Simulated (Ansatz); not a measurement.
Relaxing CoSn₃

Theory: DFT r2SCAN, scalar-relativistic, plane waves, PAW (Ansatz). Cutoff 500 eV, Γ-centred k mesh, Gaussian smearing, collinear spin, first started from parallel moments.

The start puts CoSn₃ on the A15 structure type (Pm-3n, No. 223), with Co in place of Si, Sn in place of Cr, at a guessed volume.

```yaml
crystal:
  lattice:
    - [5.52338, 0.00000, 0.00000]
    - [0.00000, 5.52338, 0.00000]
    - [0.00000, 0.00000, 5.52338]
  atoms:
    - { symbol: Co, position: [0.00000, 0.00000, 0.00000] }
    - { symbol: Co, position: [0.50000, 0.50000, 0.50000] }
    - { symbol: Sn, position: [0.00000, 0.50000, 0.25000] }
    - { symbol: Sn, position: [0.00000, 0.50000, 0.75000] }
    - { symbol: Sn, position: [0.25000, 0.00000, 0.50000] }
    - { symbol: Sn, position: [0.75000, 0.00000, 0.50000] }
    - { symbol: Sn, position: [0.50000, 0.75000, 0.00000] }
    - { symbol: Sn, position: [0.50000, 0.25000, 0.00000] }
```

Cell and atoms relax at zero pressure; the relaxation can't lower the symmetry of the start. After a coarse first stage the cell is made exact in the group found at 0.06 Å.

The zero of energy is the elements' standard structures at the same level; no fitted shifts are applied.

Task: What does it relax into?

Result: It keeps Pm-3n (No. 223). The result still has the A15 structure. Conventional cell: a = 5.664 Å. Around Co lie 12 Sn at 3.17 Å; around Sn lie 2 Sn at 2.83 Å, 4 Co at 3.17 Å and 8 Sn at 3.47 Å.

```
Co Sn
1.0
     5.66419    0.00000    0.00000
     0.00000    5.66419    0.00000
     0.00000    0.00000    5.66419
Co Sn
2 6
Cartesian
  0.0000 0.0000 0.0000
  2.8321 2.8321 2.8321
  0.0000 2.8321 1.4160
  0.0000 2.8321 4.2481
  1.4160 0.0000 2.8321
  4.2481 0.0000 2.8321
  2.8321 4.2481 0.0000
  2.8321 1.4160 0.0000
```

Task: What are its volume, energy, gap and moment?

Result: The volume per atom is 22.72 Å³. The density is 7.59 g/cm³ and the energy over the elements is 0.57 eV/atom. The gap on the 8×8×8 mesh is 0 eV (a metal) and the net moment per atom is 0.39 μB. The largest site moment is 1.85 μB.

The final run used a 8×8×8 mesh on its 8-atom cell and 0.10 eV smearing. The k mesh leaves about 4 meV/atom of noise in metals. The magnetic state reached may not be the lowest. A structure relaxed within its symmetry needn't be a true minimum.

Cost: 3 runs of about 9.9 core-minutes in all, on Intel Xeon 6975P-C (Granite Rapids) (shared hosts).